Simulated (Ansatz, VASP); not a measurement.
TePb: VASP beside Ansatz

```
Pb Te
1.0
     0.00000    3.23100    3.23100
     3.23100    0.00000    3.23100
     3.23100    3.23100    0.00000
Pb Te
1 1
Direct
  0.00000 0.00000 0.00000
  0.50000 0.50000 0.50000
```

Alike in both runs: task band structure; functional PBE; k mesh 7 × 7 × 7; occupations fermi-dirac, width 0.05 eV; no spin polarisation.

|  | VASP | Ansatz |
| --- | --- | --- |
| version | VASP 6.6.1 | Ansatz 0.2.0 |
| potentials or method | VASP PAW PBE potentials, release 64 (Pb_d_GW, Te_GW) | Ansatz PAW |
| plane-wave cutoff (eV) | 600 | 420 |
| valence electrons in the cell | 22 | 30 |

```tsv
	VASP	Ansatz	Ansatz less VASP
gap on the k mesh at the Fermi level (eV)	1.01	1.01	-0.001
least direct gap on the mesh (eV)	1.01	1.01	-0.001
gap along the band path (eV)	0.73	0.73	-0.002
pressure (GPa)	2.1	2.1	+0.04
```

The two sets of potentials don't hold the same shells in valence.

Caveats: spin-orbit coupling is left out, which moves the levels of the heavy elements.
